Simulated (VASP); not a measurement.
# TiO2 (Anatase) (I4_1/amd) in VASP: further runs

Runs on TiO2 (Anatase). Level: PBE. Tasks: single point.

All numbers are computed with VASP 6.6.1; they aren't measurements. Logs are shortened: lines on timing, memory, paths and dates and some standing lists are left out, and cuts for length are marked.

**1. Starting point**

The structure is tetragonal, space group I4_1/amd (No. 141). Conventional cell: a = 3.784 Å, b = 3.784 Å, c = 9.515 Å, α = 90.00°, β = 90.00°, γ = 90.00°. Around Ti (site symmetry -4m2) lie 6 O at 1.93 to 1.98 Å. O (site symmetry 2mm) is surrounded by 3 Ti at 1.93 to 1.98 Å.

**2. Single point, PBE**

INCAR reads:

```
SYSTEM = TiO2
ADDGRID = .FALSE.
ALGO = Normal
EDIFF = 0.001
ENCUT = 460
GGA = PE
ISIF = 2
ISMEAR = 0
LASPH = .TRUE.
LCHARG = .FALSE.
LREAL = .FALSE.
LWAVE = .FALSE.
NELM = 100
PREC = Accurate
SIGMA = 0.05
```

KPOINTS reads:

```
k-points
0
G
  5 5 5
  0 0 0
```

POSCAR reads:

```
TiO2
1.0
   -1.8921000000      1.8921000000      4.7573000000
    1.8921000000     -1.8921000000      4.7573000000
    1.8921000000      1.8921000000     -4.7573000000
Ti O
2 4
Direct
    0.7500000000      0.2500000000      0.5000000000
    0.0000000000      0.0000000000      0.0000000000
    0.7919000000      0.7919000000      0.0000000000
    0.5419000000      0.0419000000      0.5000000000
    0.9581000000      0.4581000000      0.5000000000
    0.2081000000      0.2081000000      0.0000000000
```

Potentials or basis: VASP PAW PBE potentials, release 64 (Ti, O).

Command:

```
cat potpaw_PBE.64/Ti/POTCAR potpaw_PBE.64/O/POTCAR > POTCAR
mpirun -np 1 vasp_std > vasp.out
```

OUTCAR:

```text
SYSTEM = TiO2
   EDIFF = 0.001
   ENCUT = 460
   GGA = PE
   ISIF = 2
   ISMEAR = 0
   LASPH = .TRUE.
   LREAL = .FALSE.
   NELM = 100
   PREC = Accurate

 Found     18 irreducible k-points:

 Following reciprocal coordinates:
            Coordinates               Weight
  0.000000  0.000000  0.000000      1.000000
  0.200000 -0.000000  0.000000      8.000000
  0.400000  0.000000  0.000000      8.000000
  0.200000  0.200000  0.000000      8.000000
  0.400000  0.200000  0.000000     16.000000
 -0.400000  0.200000 -0.000000     16.000000
   k-points           NKPTS =     18   k-points in BZ     NKDIM =     18   number of bands    NBANDS=     20
   number of dos      NEDOS =    301   number of ions     NIONS =      6
   total plane-waves  NPLWV =  64000
   dimension x,y,z NGX =    40 NGY =   40 NGZ =   40
   dimension x,y,z NGXF=    80 NGYF=   80 NGZF=   80
   ions per type =               2   4
   NGX,Y,Z   is equivalent  to a cutoff of  12.18, 12.18, 12.18 a.u.
   NGXF,Y,Z  is equivalent  to a cutoff of  24.37, 24.37, 24.37 a.u.
 SYSTEM =  TiO2
   PREC   = accura    normal or accurate (medium, high low for compatibility)
   ISTART =      0    job   : 0-new  1-cont  2-samecut
   ICHARG =      2    charge: 1-file 2-atom 10-const
   ISPIN  =      1    spin polarized calculation?
   LNONCOLLINEAR =      F non collinear calculations
   LSORBIT =      F    spin-orbit coupling
   LASPH  =      T    aspherical Exc in radial PAW
   ENCUT  =  460.0 eV  33.81 Ry    5.81 a.u.   9.55  9.55  9.55*2*pi/ulx,y,z
   NELM   =    100;   NELMIN=  2; NELMDL= -5     # of ELM steps
   EDIFF  = 0.1E-02   stopping-criterion for ELM
   LREAL  =      F    real-space projection
   EDIFFG = 0.1E-01   stopping-criterion for IOM
   NSW    =      0    number of steps for IOM
   IBRION =     -1    ionic relax: 0-MD 1-quasi-New 2-CG
   NFREE  =      0    steps in history (QN), initial steepest desc. (CG)
   ISIF   =      2    stress and relaxation
   ISYM   =      2    0-nonsym 1-usesym 2-fastsym
   POTIM  = 0.5000    time-step for ionic-motion
   TEBEG  =    0.0;   TEEND  =   0.0 temperature during run
   PSTRESS=    0.0 pullay stress
   NELECT =      32.0000    total number of electrons
   NUPDOWN=      -1.0000    fix difference up-down
   EMIN   =  10.00;   EMAX   =-10.00  energy-range for DOS
[... 5 lines left out ...]
     AMIX     =   0.40;   BMIX     =  1.00
     AMIX_MAG =   1.60;   BMIX_MAG =  1.00
  volume/ion in A,a.u.               =      11.35        76.62
  Fermi-wavevector in a.u.,A,eV,Ry     =   1.272590  2.404847 22.034444  1.619486
  Thomas-Fermi vector in A             =   2.405460
   LORBIT       =      0    0 simple, 1 ext, 2 COOP (PROOUT), +10 PAW based schemes
   GGA     = PE    functional components
   LHFCALC =     F    Hartree Fock is set to
   AEXX    =    0.0000 exact exchange contribution
   IVDW    =     0    specifies the selected vdW correction
   LEPSILON=     F    determine dielectric tensor
   LRPA    =     F    only Hartree local field effects (RPA)
 non-spin polarized calculation
 Gauss-broadening in eV      SIGMA  =   0.05
  energy-cutoff  :      460.00
  volume of cell :       68.13
 maximum number of plane-waves:      1547
 NGX is ok and might be reduce to    40
   NGX = 19   NGY = 19   NGZ = 19

 number of electron      31.9999996 magnetization

 Free energy of the ion-electron system (eV)
  ---------------------------------------------------
  ext. energy  EPLUGINS =         0.00000000
  ---------------------------------------------------
  free energy    TOTEN  =       -52.92743918 eV

  energy without entropy =      -52.92743918  energy(sigma->0) =      -52.92743918

 E-fermi :   0.9049     XC(G=0): -10.5270

 val. band max:        0.6894743636   @ k =  -0.4000   0.4000   0.0000
 cond. band min:       2.6380789805   @ k =   0.0000   0.0000   0.0000
 fundamental gap:      1.9486046169
 Fermi energy:         0.9048641159

 k-point     1 :       0.0000    0.0000    0.0000
  band No.  band energies     occupation
      1     -16.9986      2.00000
      2     -15.9504      2.00000
      3     -15.9375      2.00000
      4     -15.4719      2.00000
      5      -3.2735      2.00000
      6      -3.1574      2.00000
[... 12 lines left out ...]
     19       4.4691      0.00000
     20       4.4711      0.00000

 k-point     2 :       0.2000   -0.0000    0.0000
  band No.  band energies     occupation
      1     -16.8204      2.00000
      2     -15.9002      2.00000
      3     -15.8538      2.00000
      4     -15.4617      2.00000
      5      -3.6549      2.00000
      6      -3.2663      2.00000
[... 12 lines left out ...]
     19       3.8690      0.00000
     20       4.1388      0.00000

 k-point     3 :       0.4000    0.0000    0.0000
  band No.  band energies     occupation
      1     -16.5290      2.00000
      2     -15.7488      2.00000
      3     -15.7159      2.00000
      4     -15.4950      2.00000
      5      -3.9433      2.00000
      6      -3.2204      2.00000
[... 12 lines left out ...]
     19       4.0750      0.00000
     20       4.1301      0.00000

 k-point     4 :       0.2000    0.2000    0.0000
  band No.  band energies     occupation
      1     -16.5893      2.00000
      2     -15.8901      2.00000
      3     -15.7614      2.00000
      4     -15.4713      2.00000
      5      -3.7435      2.00000
      6      -3.5534      2.00000
[... 12 lines left out ...]
     19       3.7624      0.00000
     20       4.1248      0.00000

 k-point     5 :       0.4000    0.2000    0.0000
  band No.  band energies     occupation
      1     -16.2868      2.00000
      2     -15.7399      2.00000
      3     -15.6321      2.00000
      4     -15.4904      2.00000
      5      -3.9725      2.00000
      6      -3.6148      2.00000
[... 12 lines left out ...]
     19       4.0995      0.00000
     20       4.2008      0.00000

 k-point     6 :      -0.4000    0.2000   -0.0000
  band No.  band energies     occupation
      1     -16.3617      2.00000
      2     -15.6853      2.00000
      3     -15.6437      2.00000
      4     -15.4479      2.00000
      5      -3.9211      2.00000
      6      -3.5886      2.00000
[... 12 lines left out ...]
     19       4.0849      0.00000
     20       4.2644      0.00000

 [... further k-points ...]
[... 5 lines left out ...]
  --------------------------------------------------------------------------------------
  -------------------------------------------------------------------------------------
  Total        3.2741772      3.2741772      3.4743321      0.0000000      0.0000000      0.0000000
  in kB       77.0023637     77.0023637     81.7096240      0.0000000      0.0000000      0.0000000
  external PRESSURE =      78.5714505 kB  Pullay stress =       0.0000000 kB

 VOLUME and BASIS-vectors are now :
 -----------------------------------------------------------------------------
  energy-cutoff  :      460.00
  volume of cell :       68.13
      direct lattice vectors                 reciprocal lattice vectors
    -1.892100000  1.892100000  4.757300000     0.000000000  0.264256646  0.105101633
     1.892100000 -1.892100000  4.757300000     0.264256646  0.000000000  0.105101633
     1.892100000  1.892100000 -4.757300000     0.264256646  0.264256646  0.000000000

 POSITION                                       TOTAL-FORCE (eV/Angst)
 -----------------------------------------------------------------------------------
      0.00000      1.89210      2.37865        -0.000000     -0.000000      0.000000
      0.00000      0.00000      0.00000        -0.000000     -0.000000      0.000000
      0.00000      0.00000      7.53461        -0.000000      0.000000     -0.165253
      0.00000      1.89210      0.39866         0.000000     -0.000000     -0.165253
      0.00000      1.89210      4.35864         0.000000     -0.000000      0.165253
      0.00000      0.00000      1.97999        -0.000000      0.000000      0.165253
 -----------------------------------------------------------------------------------
    total drift:                                0.000000      0.000000     -0.000000

  FREE ENERGIE OF THE ION-ELECTRON SYSTEM (eV)
  ---------------------------------------------------
  free  energy   TOTEN  =       -52.9274391761 eV

  energy  without entropy=      -52.9274391761  energy(sigma->0) =      -52.92743918
```

OSZICAR:

```text
N       E                     dE             d eps       ncg     rms          rms(c)
DAV:   1     0.369904300452E+03    0.36990E+03   -0.13588E+04   720   0.143E+03
DAV:   2     0.271536726420E+00   -0.36963E+03   -0.35936E+03   928   0.360E+02
DAV:   3    -0.679181781986E+02   -0.68190E+02   -0.67600E+02   972   0.181E+02
DAV:   4    -0.705561499846E+02   -0.26380E+01   -0.26334E+01   860   0.409E+01
DAV:   5    -0.706431565404E+02   -0.87007E-01   -0.86989E-01   944   0.756E+00    0.442E+01
DAV:   6    -0.541658255883E+02    0.16477E+02   -0.11849E+02  1024   0.757E+01    0.146E+01
DAV:   7    -0.534110702814E+02    0.75476E+00   -0.18680E+01  1080   0.362E+01    0.134E+01
DAV:   8    -0.533099070427E+02    0.10116E+00   -0.83844E+00   864   0.252E+01    0.753E+00
DAV:   9    -0.529206840723E+02    0.38922E+00   -0.25626E+00   880   0.144E+01    0.415E-01
DAV:  10    -0.529274023999E+02   -0.67183E-02   -0.72296E-02   852   0.172E+00    0.259E-01
DAV:  11    -0.529305191495E+02   -0.31167E-02   -0.32314E-02   868   0.119E+00    0.447E-01
DAV:  12    -0.529274606112E+02    0.30585E-02   -0.24841E-02  1088   0.123E+00    0.639E-02
DAV:  13    -0.529274391761E+02    0.21435E-04   -0.63071E-04   396   0.234E-01
   1 F= -.52927439E+02 E0= -.52927439E+02  d E =-.787589E-11
```

stdout:

```text
POSCAR found type information on POSCAR TiO
 POSCAR found :  2 types and       6 ions
 scaLAPACK will be used
 LDA part: xc-table for (Slater+PW92), standard interpolation
 POSCAR, INCAR and KPOINTS ok, starting setup
 FFT: planning ... GRIDC
 FFT: planning ... GRID_SOFT
 FFT: planning ... GRID
 WAVECAR not read
 entering main loop
```

It took 25 s on 1 thread of Intel Xeon Platinum 8488C (Sapphire Rapids), shared host; peak memory 0.23 GiB.

The run converged, but some of its settings lie outside the range that counts as converged, so its numbers aren't taken as properties of the crystal.

What came out:

- Free energy: -52.9274 eV
- Pressure: 7.9 GPa
- Largest force: 0.165 eV/Å
- Band gap on the k mesh: 1.95 eV, indirect (least direct gap 2.27 eV)

Caveat: the k mesh is coarse (spacing up to 0.47 Å⁻¹), so the values aren't converged; the cutoff is under 1.25 times the usual one of these potentials, so pressure, stress and relaxed cells hold a basis-set (Pulay) error; an odd mesh through Γ misses points on the zone boundary, where band edges often lie.

**3. Single point, PBE**

INCAR is that of step 2.

KPOINTS is that of step 2.

POSCAR reads:

```
TiO2
1.0
   -1.8921000000      1.8921000000      4.7573000000
    1.8921000000     -1.8921000000      4.7573000000
    1.8921000000      1.8921000000     -4.7573000000
Ti O
2 4
Direct
    0.7634100000      0.2505420000      0.5022120000
    0.0240310000     -0.0225460000     -0.0109780000
    0.8032660000      0.7916050000      0.0039110000
    0.5255800000      0.0234350000      0.4817660000
    0.9615640000      0.4693800000      0.5068500000
    0.1853180000      0.2146180000     -0.0384270000
```

Potentials or basis: VASP PAW PBE potentials, release 64 (Ti, O).

Command:

```
cat potpaw_PBE.64/Ti/POTCAR potpaw_PBE.64/O/POTCAR > POTCAR
mpirun -np 1 vasp_std > vasp.out
```

Run time: 72 s. Hardware: 1 thread of Intel Xeon Platinum 8488C (Sapphire Rapids), shared host; peak memory 0.26 GiB.

These settings aren't checked as converged: the numbers below hold their error.

Results:

```yaml
Free_energy: -52.5120 eV
Pressure: 10.8 GPa
Largest_force: 3.044 eV/Å
Band_gap_on_the_k_mesh: 2.22 eV, indirect (least direct gap 2.63 eV)
```

Caveat: the k mesh is coarse (spacing up to 0.47 Å⁻¹), so the values aren't converged; the cutoff is under 1.25 times the usual one of these potentials, so pressure, stress and relaxed cells hold a basis-set (Pulay) error; an odd mesh through Γ misses points on the zone boundary, where band edges often lie.

**4. Single point, PBE**

INCAR: that of step 3 with these lines changed.

```diff
@@ -3,3 +3,3 @@
 ALGO = Normal
-EDIFF = 0.001
+EDIFF = 1E-4
 ENCUT = 460
```

KPOINTS is that of step 3.

POSCAR reads:

```
TiO2
1.0
   -1.8921000000      1.8921000000      4.7573000000
    1.8921000000     -1.8921000000      4.7573000000
    1.8921000000      1.8921000000     -4.7573000000
Ti O
2 4
Direct
    0.7500000000      0.2500000000      0.5000000000
    0.0000000000      0.0000000000      0.0000000000
    0.7919000000      0.7919000000      0.0000000000
    0.5419000000      0.0419000000      0.5000000000
    0.9581000000      0.4581000000      0.5000000000
    0.2081000000      0.2081000000      0.0000000000
```

Command:

```
cat potpaw_PBE.64/Ti/POTCAR potpaw_PBE.64/O/POTCAR > POTCAR
mpirun -np 1 vasp_std > vasp.out
```

Wall time 26 s (1 thread of Intel Xeon Platinum 8488C (Sapphire Rapids), shared host); peak memory 0.23 GiB.

The run converged, but some of its settings lie outside the range that counts as converged, so its numbers aren't taken as properties of the crystal.

Results:

* Free energy: -52.9275 eV
* Pressure: 7.6 GPa
* Largest force: 0.162 eV/Å
* Band gap on the k mesh: 1.95 eV, indirect (least direct gap 2.27 eV)

Caveat: the k mesh is coarse (spacing up to 0.47 Å⁻¹), so the values aren't converged; the cutoff is under 1.25 times the usual one of these potentials, so pressure, stress and relaxed cells hold a basis-set (Pulay) error; an odd mesh through Γ misses points on the zone boundary, where band edges often lie.

**5. Single point, PBE**

INCAR is that of step 4.

KPOINTS is that of step 4.

POSCAR reads:

```
TiO2
1.0
   -1.8921000000      1.8921000000      4.7573000000
    1.8921000000     -1.8921000000      4.7573000000
    1.8921000000      1.8921000000     -4.7573000000
Ti O
2 4
Direct
    0.7634100000      0.2505420000      0.5022120000
    0.0240310000     -0.0225460000     -0.0109780000
    0.8032660000      0.7916050000      0.0039110000
    0.5255800000      0.0234350000      0.4817660000
    0.9615640000      0.4693800000      0.5068500000
    0.1853180000      0.2146180000     -0.0384270000
```

Command:

```
cat potpaw_PBE.64/Ti/POTCAR potpaw_PBE.64/O/POTCAR > POTCAR
mpirun -np 1 vasp_std > vasp.out
```

It took 77 s on 1 thread of Intel Xeon Platinum 8488C (Sapphire Rapids), shared host; peak memory 0.26 GiB.

The run converged, but some of its settings lie outside the range that counts as converged, so its numbers aren't taken as properties of the crystal.

Results:

```
Free energy            : -52.5120 eV
Pressure               : 10.9 GPa
Largest force          : 3.047 eV/Å
Band gap on the k mesh : 2.22 eV, indirect (least direct gap 2.63 eV)
```

Caveat: the k mesh is coarse (spacing up to 0.47 Å⁻¹), so the values aren't converged; the cutoff is under 1.25 times the usual one of these potentials, so pressure, stress and relaxed cells hold a basis-set (Pulay) error; an odd mesh through Γ misses points on the zone boundary, where band edges often lie.

[end of part 1 of 2]
